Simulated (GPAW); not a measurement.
Sn in GPAW: the effect of functional

The system is Sn.

```
CELL_PARAMETERS angstrom
-1.72654 1.77555 2.33834
1.72654 -1.77555 2.33834
1.72654 1.77555 -2.33834
ATOMIC_POSITIONS crystal
Sn 0.00000 0.00000 0.00000
```

This isn't the form of Sn at room conditions, which is tetragonal (white tin).

Alike in all runs:

| Item | Value |
| --- | --- |
| Program | GPAW 26.7.0 |
| Task | Fermi surface |
| Cutoff | 510 eV |
| Basis | pw |
| k mesh | 11 × 11 × 11 |
| Occupations | fermi-dirac, width 0.05 eV |
| Spin | no spin polarisation |

| functional | potentials or basis | pressure (GPa) |
| --- | --- | --- |
| LDA | the program's PAW data sets (release 1.2.1) made for this functional | ? |
| PBEsol | PAW data sets generated in the run's folder for this functional | -4.2 |
| PBE | GPAW PAW data sets (gpaw-data 1.2.1) | -1.6 |
| r2SCAN | GPAW PAW data sets (gpaw-data 1.2.1) | -2.7 |
| RPBE | the program's PAW data sets (release 1.2.1) made for this functional | -0.3 |
| AM05 | PAW data sets generated in the run's folder for this functional | -4.2 |
| WC | PAW data sets generated in the run's folder for this functional | -4.0 |
| revPBE | the program's PAW data sets (release 1.2.1) made for this functional | -0.7 |
| SCAN | GPAW PAW data sets (gpaw-data 1.2.1) | -2.7 |

What does the run with functional LDA give?

Pressure -5.4 GPa.

Caveats: the cutoff is short for stress and forces, so pressures can be off by a GPa or more; the PAW data sets were made with another functional, which shifts forces and pressure a little (some runs).
